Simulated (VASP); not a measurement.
# BAs (F-43m) in VASP: a series of runs

The runs below take BAs through dielectric tensor, phonons, with PBEsol, PBE.

Program: VASP 6.6.1. These are calculated values, not measurements. Logs are shortened: lines on timing, memory, paths and dates and some standing lists are left out, and cuts for length are marked.

## (1) The crystal as given

The structure is cubic, space group F-43m (No. 216). Conventional cell: a = 4.761 Å, b = 4.761 Å, c = 4.761 Å, α = 90.00°, β = 90.00°, γ = 90.00°. B (site symmetry -43m) has 4 As at 2.06 Å as nearest neighbours. Around As (site symmetry -43m) lie 4 B at 2.06 Å.

## (2) Dielectric tensor, PBEsol

The input, INCAR:

```
PREC = Accurate
ENCUT = 600
EDIFF = 1E-8
ISMEAR = 0
SIGMA = 0.03
LREAL = F
LASPH = T
NELM = 80
ALGO = Fast
ISIF = 2
LWAVE = F
LCHARG = F
GGA = PS
LEPSILON = T
```

The input, KPOINTS:

```
regular mesh
0
Monkhorst-Pack
  16 16 16
```

The input, POSCAR:

```
BAs                                     
1.0
    0.0000000000      2.3804852002      2.3804852002
    2.3804852002     -0.0000000000      2.3804852002
    2.3804852002      2.3804852002      0.0000000000
  B               As            
     1     1
Direct
     0.0000000000000000    0.0000000000000000    0.0000000000000000
     0.2500000000000000    0.2500000000000000    0.2500000000000000
```

Potentials or basis: VASP PAW PBE potentials, release 64 (B, As).

Run with:

```sh
> cat potpaw_PBE.64/B/POTCAR potpaw_PBE.64/As/POTCAR > POTCAR
> mpirun -np 1 vasp_std > vasp.out
```

OUTCAR:

```text
PREC = Accurate
   ENCUT = 600
   EDIFF = 1E-8
   ISMEAR = 0
   LREAL = F
   LASPH = T
   NELM = 80
   ISIF = 2
   GGA = PS
   LEPSILON = T

 ion  position               nearest neighbor table
   1  0.000  0.000  0.000-   2 2.06   2 2.06   2 2.06   2 2.06
   2  0.250  0.250  0.250-   1 2.06   1 2.06   1 2.06   1 2.06

  LATTYP: Found a face centered cubic cell.
 ALAT       =     4.7609704004

  Lattice vectors:

 A1 = (   0.0000000000,   2.3804852002,   2.3804852002)
 A2 = (   2.3804852002,   0.0000000000,   2.3804852002)
 A3 = (   2.3804852002,   2.3804852002,   0.0000000000)

Analysis of symmetry for initial positions (statically):
=====================================================================
 Subroutine PRICEL returns:
 Original cell was already a primitive cell.

 Routine SETGRP: Setting up the symmetry group for a
 face centered cubic supercell.

 Subroutine GETGRP returns: Found 24 space group operations
 (whereof 24 operations were pure point group operations)
 out of a pool of 48 trial point group operations.

The static configuration has the point symmetry T_d .

Analysis of symmetry for dynamics (positions and initial velocities):
=====================================================================
 Subroutine PRICEL returns:
 Original cell was already a primitive cell.

 Routine SETGRP: Setting up the symmetry group for a
 face centered cubic supercell.

 Subroutine GETGRP returns: Found 24 space group operations
 (whereof 24 operations were pure point group operations)
 out of a pool of 48 trial point group operations.

The dynamic configuration has the point symmetry T_d .

 Subroutine INISYM returns: Found 24 space group operations
 (whereof 24 operations are pure point group operations),
 and found     1 'primitive' translations

----------------------------------------------------------------------------------------

                                     Primitive cell

  volume of cell :      26.9790

  direct lattice vectors                    reciprocal lattice vectors
     0.000000000  2.380485200  2.380485200    -0.210041213  0.210041213  0.210041213
     2.380485200  0.000000000  2.380485200     0.210041213 -0.210041213  0.210041213
     2.380485200  2.380485200  0.000000000     0.210041213  0.210041213 -0.210041213

  length of vectors
     3.366514455  3.366514455  3.366514455     0.363802053  0.363802053  0.363802053

  position of ions in fractional coordinates (direct lattice)
     0.000000000  0.000000000  0.000000000
     0.250000000  0.250000000  0.250000000

  ion indices of the primitive-cell ions
   primitive index   ion index
                 1           1
                 2           2

----------------------------------------------------------------------------------------

 KPOINTS: regular mesh

Automatic generation of k-mesh.
 Grid dimensions read from file:
 generate k-points for:   16   16   16

 Generating k-lattice:

  Cartesian coordinates                     Fractional coordinates (reciprocal lattice)
    -0.013127576  0.013127576  0.013127576     0.062500000  0.000000000  0.000000000
     0.013127576 -0.013127576  0.013127576     0.000000000  0.062500000  0.000000000
     0.013127576  0.013127576 -0.013127576     0.000000000  0.000000000  0.062500000

  Length of vectors
     0.022737628  0.022737628  0.022737628

  Shift w.r.t. Gamma in fractional coordinates (k-lattice)
     0.500000000  0.500000000  0.500000000

 Subroutine IBZKPT returns following result:
 ===========================================

 Found    408 irreducible k-points:

 Following reciprocal coordinates:
            Coordinates               Weight
  0.031250  0.031250  0.031250      8.000000
  0.093750  0.031250  0.031250     24.000000
  0.156250  0.031250  0.031250     24.000000
[... 71 lines left out ...]
 non-spin polarized calculation
 RMM-DIIS sequential band-by-band and
 Gauss-broadening in eV      SIGMA  =   0.03
  energy-cutoff  :      600.00
  volume of cell :       26.98
 maximum number of plane-waves:       924
   NGX = 13   NGY = 13   NGZ = 13

--------------------------------------- Ionic step        1  -------------------------------------------

 number of electron       8.0000000 magnetization

 E-fermi :   6.2568     XC(G=0): -10.7740

 val. band max:        6.1202406117   @ k =   0.0312   0.0312   0.0312
 cond. band min:       7.2833602778   @ k =   0.4062   0.4062   0.0312
 fundamental gap:      1.1631196661
 Fermi energy:         6.2568114032

 k-point     1 :       0.0312    0.0312    0.0312
  band No.  band energies     occupation
      1      -9.3580      2.00000
      2       5.9767      2.00000
      3       6.1202      2.00000
      4       6.1202      2.00000
      5       9.4528      0.00000
      6       9.4528      0.00000
      7       9.4581      0.00000
      8      11.0526      0.00000
[... 243 lines left out ...]
 k-point    24 :      -0.4687    0.0937    0.0312
  band No.  band energies     occupation
      1      -6.3713      2.00000
      2      -2.6571      2.00000
      3       3.6431      2.00000
      4       4.1018      2.00000
      5       9.3369      0.00000
      6      10.7446      0.00000
      7      11.3221      0.00000
      8      15.1673      0.00000

 [... further k-points ...]

  FORCE on cell =-STRESS in cart. coord.  units (eV):
  Direction    XX          YY          ZZ          XY          YZ          ZX
  --------------------------------------------------------------------------------------
  -------------------------------------------------------------------------------------
  Total        0.2536910      0.2536910      0.2536910      0.0000000      0.0000000     -0.0000000
  in kB       15.0656956     15.0656956     15.0656956      0.0000000      0.0000000     -0.0000000
  external PRESSURE =      15.0656956 kB  Pullay stress =       0.0000000 kB

 VOLUME and BASIS-vectors are now :
 -----------------------------------------------------------------------------
  energy-cutoff  :      600.00
  volume of cell :       26.98
      direct lattice vectors                 reciprocal lattice vectors
     0.000000000  2.380485200  2.380485200    -0.210041213  0.210041213  0.210041213
     2.380485200  0.000000000  2.380485200     0.210041213 -0.210041213  0.210041213
     2.380485200  2.380485200  0.000000000     0.210041213  0.210041213 -0.210041213

 POSITION                                       TOTAL-FORCE (eV/Angst)
 -----------------------------------------------------------------------------------
      0.00000      0.00000      0.00000         0.000000     -0.000000      0.000000
      1.19024      1.19024      1.19024        -0.000000      0.000000     -0.000000
 -----------------------------------------------------------------------------------
    total drift:                               -0.000000     -0.000000     -0.000000

  FREE ENERGIE OF THE ION-ELECTRON SYSTEM (eV)
  ---------------------------------------------------
  free  energy   TOTEN  =       -12.2038245479 eV

  energy  without entropy=      -12.2038245479  energy(sigma->0) =      -12.20382455

 HEAD OF MICROSCOPIC STATIC DIELECTRIC TENSOR (INDEPENDENT PARTICLE, excluding Hartree and local field effects)
 ------------------------------------------------------
          10.202362     0.000000     0.000000
           0.000000    10.202362     0.000000
           0.000000     0.000000    10.202362
 ------------------------------------------------------

 Free energy of the ion-electron system (eV)
  ---------------------------------------------------
  ---------------------------------------------------
  free energy    TOTEN  =        -0.70571794 eV

  energy without entropy =       -0.70571794

------------------------ aborting loop because EDIFF is reached ----------------------------------------

--------------------------------------- Ionic step        2  -------------------------------------------

------------------------ aborting loop because EDIFF is reached ----------------------------------------

--------------------------------------- Ionic step        3  -------------------------------------------

 Free energy of the ion-electron system (eV)
  ---------------------------------------------------
  ---------------------------------------------------
  free energy    TOTEN  =        -0.70571758 eV

  energy without entropy =       -0.70571758

------------------------ aborting loop because EDIFF is reached ----------------------------------------

 PIEZOELECTRIC TENSOR FIELD DIRECTION 3  (e Angst)
 -----------------------------------------------------------------------------
    -0.00070  0.17471  0.00000           ( -0.00000  0.09430  0.00000)
     0.17471 -0.00070  0.00000           (  0.09430 -0.00000  0.00000)
     0.00000  0.00000  0.00094           (  0.00000  0.00000 -0.00000)

 PIEZOELECTRIC TENSOR FIELD DIRECTION 3  (C/m^2)
 -----------------------------------------------------------------------------
    -0.00042  0.10375  0.00000
     0.10375 -0.00042  0.00000
     0.00000  0.00000  0.00056

 MACROSCOPIC STATIC DIELECTRIC TENSOR (including local field effects in DFT)
 ------------------------------------------------------
           9.828868    -0.000000     0.000000
          -0.000000     9.828868     0.000000
          -0.000000     0.000000     9.828868
 ------------------------------------------------------

 PIEZOELECTRIC TENSOR (including local field effects)  for field in x, y, z        (e  Angst)
          XX          YY          ZZ          XY          YZ          ZX
  --------------------------------------------------------------------------------
  x     0.00000     0.00000    -0.00000    -0.00000     0.17376    -0.00000
  y     0.00000    -0.00000     0.00000    -0.00000    -0.00000     0.17376
  z    -0.00000    -0.00000     0.00000     0.17376     0.00000     0.00000

 PIEZOELECTRIC TENSOR (including local field effects)  for field in x, y, z        (C/m^2)
          XX          YY          ZZ          XY          YZ          ZX
  --------------------------------------------------------------------------------
  x     0.00000     0.00000    -0.00000    -0.00000     0.10319    -0.00000
  y     0.00000    -0.00000     0.00000    -0.00000    -0.00000     0.10319
  z    -0.00000    -0.00000     0.00000     0.10319     0.00000     0.00000

 BORN EFFECTIVE CHARGES (including local field effects) (in |e|, cummulative output)
 ---------------------------------------------------------------------------------
 ion    1
    1    -0.53679     0.00000     0.00000
    2     0.00000    -0.53679    -0.00000
    3     0.00000    -0.00000    -0.53679
 ion    2
    1     0.53679     0.00000    -0.00000
    2     0.00000     0.53679     0.00000
    3    -0.00000     0.00000     0.53679
```

Run time: 16 min. Hardware: 1 thread of Intel Xeon 6975P-C (Granite Rapids), shared host; peak memory 1.4 GiB.

Results:

```
Electronic dielectric tensor (diagonal) : 9.83
Born charges (mean of the diagonal)     : B -0.54; As +0.54 e
```

Levels at points of the mesh, in eV from the valence-band top:
```
           k point  band 1  band 2  band 3  band 4  band 5  band 6  band 7  band 8
(0.03, 0.03, 0.03)  -15.48   -0.14    0.00    0.00    3.33    3.33    3.34    4.93
```

Electronic dielectric tensor:
```
9.83 0.00 0.00
0.00 9.83 0.00
0.00 0.00 9.83
```

Born effective charge tensors (e):
atom 1, B
```
-0.54  0.00  0.00
 0.00 -0.54  0.00
 0.00  0.00 -0.54
```
atom 2, As
```
0.54 0.00 0.00
0.00 0.54 0.00
0.00 0.00 0.54
```

Caveat: the PAW data sets were made with another functional, which shifts forces and pressure a little.

## (3) Phonons, PBE

This run uses another cell than the first one, of 13.97 Å³/atom, 1.035 times its volume.

The input, POSCAR:

```
BAs
1.0
    0.0000000000      2.4081703798      2.4081703798
    2.4081703798      0.0000000000      2.4081703798
    2.4081703798      2.4081703798      0.0000000000
  B               As
     1     1
Direct
     0.0000000000000000    0.0000000000000000    0.0000000000000000
     0.2500000000000000    0.2500000000000000    0.2500000000000000
```

The input, INCAR.step1:

```
SYSTEM = BAs
PREC = Accurate
ENCUT = 600
EDIFF = 1E-8
ISMEAR = 0
SIGMA = 0.03
LREAL = .FALSE.
LASPH = .TRUE.
NELM = 80
ALGO = Normal
ISIF = 3
LWAVE = .FALSE.
LCHARG = .FALSE.
GGA = PE
IBRION = 2
NSW = 40
EDIFFG = -0.002
```

The input, INCAR.step2:

```
SYSTEM = BAs
PREC = Accurate
ENCUT = 600
EDIFF = 1E-8
ISMEAR = 0
SIGMA = 0.03
LREAL = .FALSE.
LASPH = .TRUE.
NELM = 80
ALGO = Normal
ISIF = 2
LWAVE = .FALSE.
LCHARG = .FALSE.
GGA = PE
IBRION = 6
NFREE = 2
POTIM = 0.015
NSW = 1
```

The input, KPOINTS:

```
Automatic mesh
0
G
  10 10 10
  0 0 0
```

Potentials or basis: VASP PAW PBE potentials, release 64 (B, As).

Run with:

```sh
> cat potpaw_PBE.64/B/POTCAR potpaw_PBE.64/As/POTCAR > POTCAR
> cp INCAR.step1 INCAR
> mpirun -np 1 vasp_std > vasp.out
> cp CONTCAR POSCAR
> cp INCAR.step2 INCAR
> mpirun -np 1 vasp_std > vasp.out
```

OUTCAR:

```text
SYSTEM = BAs
   PREC = Accurate
   ENCUT = 600
   EDIFF = 1E-8
   ISMEAR = 0
   LREAL = .FALSE.
   LASPH = .TRUE.
   NELM = 80
   ISIF = 2
   GGA = PE
   IBRION = 6
   NFREE = 2
   POTIM = 0.015
   NSW = 1

 ion  position               nearest neighbor table
   1  0.000  0.000  0.000-   2 2.09   2 2.09   2 2.09   2 2.09
   2  0.250  0.250  0.250-   1 2.09   1 2.09   1 2.09   1 2.09

  LATTYP: Found a face centered cubic cell.
 ALAT       =     4.8163407596

  Lattice vectors:

 A1 = (   0.0000000000,   2.4081703798,   2.4081703798)
 A2 = (   2.4081703798,   0.0000000000,   2.4081703798)
 A3 = (   2.4081703798,   2.4081703798,   0.0000000000)

[... 608 lines left out ...]
  --------------------------------------------------------------------------------------
  -------------------------------------------------------------------------------------
  Total        0.0011119      0.0042905      0.0042905      0.0000000      0.0995619      0.0000000
  in kB        0.0637790      0.2461069      0.2461069      0.0000000      5.7109998      0.0000000
  external PRESSURE =       0.1853309 kB  Pullay stress =       0.0000000 kB
[... 17 lines left out ...]
  FREE ENERGIE OF THE ION-ELECTRON SYSTEM (eV)
  ---------------------------------------------------
  free  energy   TOTEN  =       -11.4127292722 eV

  energy  without entropy=      -11.4127292722  energy(sigma->0) =      -11.41272927

 INTERNAL STRAIN TENSORS FROM DISPLACED ATOMS
 ============================================

 INTERNAL STRAIN TENSOR FOR ION    1 for displacements in x,y,z  (eV/Angst):
          X           Y           Z          XY          YZ          ZX
  --------------------------------------------------------------------------------
  x     0.00000     0.00000     0.00000     0.00000     6.64115     0.00000
  y     0.00000     0.00000     0.00000     0.00000     0.00000     6.64115
  z     0.00000     0.00000     0.00000     6.64115     0.00000     0.00000

 INTERNAL STRAIN TENSOR FOR ION    2 for displacements in x,y,z  (eV/Angst):
          X           Y           Z          XY          YZ          ZX
  --------------------------------------------------------------------------------
  x     0.00000     0.00000     0.00000     0.00000    -6.63339     0.00000
  y    -0.00000    -0.00000    -0.00000     0.00000     0.00000    -6.63339
  z     0.00000     0.00000     0.00000    -6.63339     0.00000     0.00000

 Eigenvectors and eigenvalues of the dynamical matrix
 ----------------------------------------------------

   1 f  =   20.354459 THz   127.890837 2PiTHz  678.951664 cm-1    84.179240 meV
             X         Y         Z           dx          dy          dz
      0.000000  0.000000  0.000000     0.000000   -0.000000   -0.934828
      1.204085  1.204085  1.204085     0.000000   -0.000000    0.355100
[... 21 lines left out ...]
   6 f/i=    0.000146 THz     0.000917 2PiTHz    0.004871 cm-1     0.000604 meV
             X         Y         Z           dx          dy          dz
      0.000000  0.000000  0.000000    -0.353436   -0.034062   -0.004346
      1.204085  1.204085  1.204085    -0.930447   -0.089670   -0.011440

 ELASTIC MODULI CONTR FROM IONIC RELAXATION (kBar)
 Direction    XX          YY          ZZ          XY          YZ          ZX
 --------------------------------------------------------------------------------
 XX          -0.0000     -0.0000     -0.0000     -0.0000      0.0000     -0.0000
 YY          -0.0000     -0.0000     -0.0000     -0.0000     -0.0000     -0.0000
 ZZ          -0.0000     -0.0000     -0.0000      0.0000     -0.0000     -0.0000
 XY          -0.0000     -0.0000      0.0000   -157.7829     -0.0000      0.0000
 YZ           0.0000     -0.0000     -0.0000     -0.0000   -157.7829     -0.0000
 ZX          -0.0000     -0.0000     -0.0000      0.0000     -0.0000   -157.7829
 --------------------------------------------------------------------------------
```

Wall time 51 s (1 thread of AMD EPYC 9R45 (Zen 5), shared host); peak memory 0.21 GiB.

Results:

```yaml
Highest_phonon_frequency_at_Γ_LO-TO_splitting_left_out: 679 cm⁻¹
```

Phonon frequencies in cm⁻¹ (negative: imaginary):
```csv
q point,frequencies
"(0.000, 0.000, 0.000)",0 0 0 679 679 679
```
